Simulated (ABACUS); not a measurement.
# I (I4/mmm) in ABACUS: reference runs, part 2 of 2

ABACUS 3.10.1.

## 3. Single point, PBE (cell strained at random at fixed volume)

Contents of INPUT:

```
INPUT_PARAMETERS
suffix              I
calculation         scf
basis_type          pw
pseudo_dir          ./
symmetry            1
dft_functional      pbe
ecutwfc             71
pseudo_rcut         10
nspin               1
nbands              8
ks_solver           dav
smearing_method     fd
smearing_sigma      0.00367493
scf_thr             1e-08
scf_nmax            100
mixing_type         broyden
mixing_beta         0.7
cal_force           1
cal_stress          1
kpar                4
```

Contents of STRU:

```
ATOMIC_SPECIES
I 126.9045 I.upf

LATTICE_CONSTANT
1.8897261246

LATTICE_VECTORS
-1.5899450000 1.6320630000 4.2366870000
1.6842080000 -1.6402030000 4.2755240000
1.5553370000 1.6055950000 -4.2397740000

ATOMIC_POSITIONS
Direct

I
0.0
1
0.0027500000 0.0116350000 0.0153920000 1 1 1
```

Contents of KPT:

```
K_POINTS
0
Gamma
11 11 11 0 0 0
```

Potentials or basis: PseudoDojo NC SR 0.4.1 PBE standard, plane waves.

Command:

```console
$ OMP_NUM_THREADS=1 mpirun -np 4 abacus > log
```

running log:

```text
ABACUS v3.10.1

               Atomic-orbital Based Ab-initio Computation at UStc

 ------------------------------------------------------------------------------------

 READING GENERAL INFORMATION
                           global_out_dir = OUT.I/
                           global_in_card = INPUT
                               pseudo_dir = ./
                              orbital_dir =
                                    DSIZE = 4
                                    GSIZE = 1

 READING UNITCELL INFORMATION
                                    ntype = 1
                  lattice constant (Bohr) = 1.88973
              lattice constant (Angstrom) = 1

 READING ATOM TYPE 1
                               atom label = I
                      L=0, number of zeta = 1
                      L=1, number of zeta = 1
                      L=2, number of zeta = 1
             number of atom for this type = 1

                        TOTAL ATOM NUMBER = 1
DIRECT COORDINATES
    atom                   x                   y                   z     mag                  vx                  vy                  vz
taud_I1            0.0027500000        0.0116350000        0.0153920000  0.0000        0.0000000000        0.0000000000        0.0000000000

                          Volume (Bohr^3) = 301.176
                             Volume (A^3) = 44.6297

 Lattice vectors: (Cartesian coordinate: in unit of a_0)
             -1.58994            +1.63206            +4.23669
             +1.68421             -1.6402            +4.27552
             +1.55534             +1.6056            -4.23977
 Reciprocal vectors: (Cartesian coordinate: in unit of 2 pi/a_0)
          +0.00200158           +0.308999           +0.117752
            +0.307463          +0.0033953           +0.114077
            +0.312055           +0.312198         -0.00315711
 The esolver type has been set to : ksdft_pw

                PAO radial cut off (Bohr) = 10

 Read in pseudopotential file is I.upf
                     pseudopotential type = NC
          exchange-correlation functional = PBE
                 nonlocal core correction = 1
                        valence electrons = 7
                                     lmax = 2
                           number of zeta = 2
                     number of projectors = 6
                           L of projector = 0
                           L of projector = 0
                           L of projector = 1
                           L of projector = 1
                           L of projector = 2
                           L of projector = 2
     initial pseudo atomic orbital number = 4

 SETUP THE ELECTRONS NUMBER
             electron number of element I = 7
       total electron number of element I = 7
            AUTOSET number of electrons:  = 7
                           occupied bands = 4
                                   NBANDS = 8
                                   NLOCAL = 9

 SETUP THE PLANE WAVE BASIS
 energy cutoff for charge/potential (unit:Ry) = 284
            fft grid for charge/potential = [ 50, 50, 50 ]
                        fft grid division = [ 1, 1, 1 ]
        big fft grid for charge/potential = [ 50, 50, 50 ]
                                     nbxx = 125000
                                     nrxx = 125000

 SETUP PLANE WAVES FOR CHARGE/POTENTIAL
                    number of plane waves = 24383
                         number of sticks = 1593

 PARALLEL PW FOR CHARGE/POTENTIAL
     PROC   COLUMNS(POT)             PW
        1           1593          24383
 --------------- sum -------------------
        1           1593          24383
                            number of |g| = 12192
                                  max |g| = 25.6889
[... 69 lines left out ...]
     IBZ    DIRECT_X    DIRECT_Y    DIRECT_Z  WEIGHT  ibz2bz
       1  0.00000000  0.00000000  0.00000000  0.0008       0
       2  0.09090909  0.00000000  0.00000000  0.0015       1
       3  0.18181818  0.00000000  0.00000000  0.0015       2
       4  0.27272727  0.00000000  0.00000000  0.0015       3
       5  0.36363636  0.00000000  0.00000000  0.0015       4
       6  0.45454545  0.00000000  0.00000000  0.0015       5
[... 22 lines left out ...]
      29  0.00000000  0.27272727  0.00000000  0.0015      33
      30  0.09090909  0.27272727  0.00000000  0.0015      34
[... 636 further k points ...]

                               nkstot now = 666
[... K-POINTS DIRECT COORDINATES: 666 rows ...]

           k-point number in this process = 167
       minimum distributed K point number = 166
[... stars of the k points ...]

[... K-POINTS CARTESIAN COORDINATES: 167 rows ...]

[... K-POINTS DIRECT COORDINATES: 167 rows ...]

 SETUP PLANE WAVES FOR WAVE FUNCTIONS
     energy cutoff for wavefunc (unit:Ry) = 71
              fft grid for wave functions = [ 50, 50, 50 ]
                    number of plane waves = 4079
                         number of sticks = 481

 PARALLEL PW FOR WAVE FUNCTIONS
     PROC   COLUMNS(POT)             PW
        1            481           4079
 --------------- sum -------------------
        1            481           4079

 SETUP NONLOCAL PSEUDOPOTENTIALS IN PLANE WAVE BASIS
 I non-local projectors:
 projector 1 L=0
 projector 2 L=0
 projector 3 L=1
 projector 4 L=1
 projector 5 L=2
 projector 6 L=2
      TOTAL NUMBER OF NONLOCAL PROJECTORS = 18

 Init Non-Local PseudoPotential table :
 Init Non-Local-Pseudopotential done.

                                     npwx = 3059

 Make real space PAO into reciprocal space.
       max mesh points in Pseudopotential = 1001
     dq(describe PAO in reciprocal space) = 0.01
                                    max q = 1015

 number of pseudo atomic orbitals for I is 2
WARNING: norm of atomic wavefunction # 2 of atomic type I is 0.999992, renormalized

 -------------------------------------------
 SELF-CONSISTENT
 -------------------------------------------
                                 init_chg = atomic

 PW ALGORITHM --------------- ION=   1  ELEC=   1--------------------------------
 Notice: Threshold on eigenvalues was too large.
 hsover_error=0.07 > DRHO=0.00643777
 Origin diag ethr = 0.01
 New diag ethr = 9.19681e-05

 Density error is 0.00649021720362
                          Error Threshold = 9.19681451215e-05
----------------------------------------------------------
     Energy           Rydberg                 eV
----------------------------------------------------------
 E_KohnSham     -25.8666013158       -351.9331657894
 E_Harris       -25.9381233478       -352.9062729576
 E_Fermi        0.2402421027         3.2686614966
----------------------------------------------------------
[... 51 lines left out ...]
 Density error is 1.53336050311e-09
                          Error Threshold = 2.71753084041e-10
----------------------------------------------------------
     Energy           Rydberg                 eV
----------------------------------------------------------
 E_KohnSham     -25.8670359035       -351.9390786584
 E_KS(sigma->0) -25.8668123963       -351.9360376864
 E_Harris       -25.8670538381       -351.9393226715
 E_band         -1.1608506067        -15.7941827779
 E_one_elec     -0.6535940938        -8.8926038543
 E_Hartree      2.9055929359         39.5326199968
 E_xc           -7.8909541795        -107.3619394985
 E_Ewald        -20.2276335516       -275.2110733583
 E_entropy(-TS) -0.0004470145        -0.0060819440
 E_descf        0.0000000000         0.0000000000
 E_exx          0.0000000000         0.0000000000
 E_Fermi        0.2261106687         3.0763934735
----------------------------------------------------------

 charge density convergence is achieved
 final etot is -351.93907866 eV
 EFERMI = 3.0763934735 eV

 STATE ENERGY(eV) AND OCCUPATIONS    NSPIN == 1
 1/167 kpoint (Cartesian) = 0.0000 0.0000 0.0000 (3045 pws)
       1       -10.6913     0.00150263
       2       0.787747     0.00150263
       3        3.82266    4.95289e-10
       4        3.89670    1.12659e-10
       5        7.28514    4.17037e-40
       6        10.4864    6.51753e-68
       7        11.0973    3.22024e-73
       8        15.7533        0.00000
[... 41 lines left out ...]
 6/167 kpoint (Cartesian) = 0.00090981 0.14045 0.053523 (3044 pws)
       1       -9.37670     0.00300526
       2       -1.94982     0.00300526
       3        1.33531     0.00300526
       4        4.72384    1.47341e-17
       5        8.02095    3.38849e-46
       6        12.4358    1.52358e-84
       7        12.5230    2.66312e-85
       8        14.6129        0.00000

[... levels at 161 further k points ...]

------------------------------------------------------------------------------------------
 TOTAL-FORCE (eV/Angstrom)
------------------------------------------------------------------------------------------
                        I1         0.0000000000         0.0000000000         0.0000000000
------------------------------------------------------------------------------------------

----------------------------------------------------------------
 TOTAL-STRESS (KBAR)
----------------------------------------------------------------
         1.0196831959        -0.2088994301        -0.2795785588
        -0.2088994301        -0.2472834936         0.0068053474
        -0.2795785588         0.0068053474         1.5873599148
----------------------------------------------------------------
 TOTAL-PRESSURE: 0.786587 KBAR

 --------------------------------------------
 !FINAL_ETOT_IS -351.9390786584176567 eV
 --------------------------------------------
```

Wall time 2.3 min (4 MPI ranks of Intel Xeon Platinum 8488C (Sapphire Rapids), shared host); peak memory 0.64 GiB.

Results:

```yaml
Free_energy: -351.9391 eV
Pressure: 0.1 GPa
Band_gap_on_the_k_mesh: none (metal or under the smearing width)
```

Stress tensor (GPa, compression positive):
```
 0.10 -0.02 -0.03
-0.02 -0.02  0.00
-0.03  0.00  0.16
```

Caveat: an odd number of electrons without spin polarisation forces a metal; a magnetic or distorted state may lie lower.
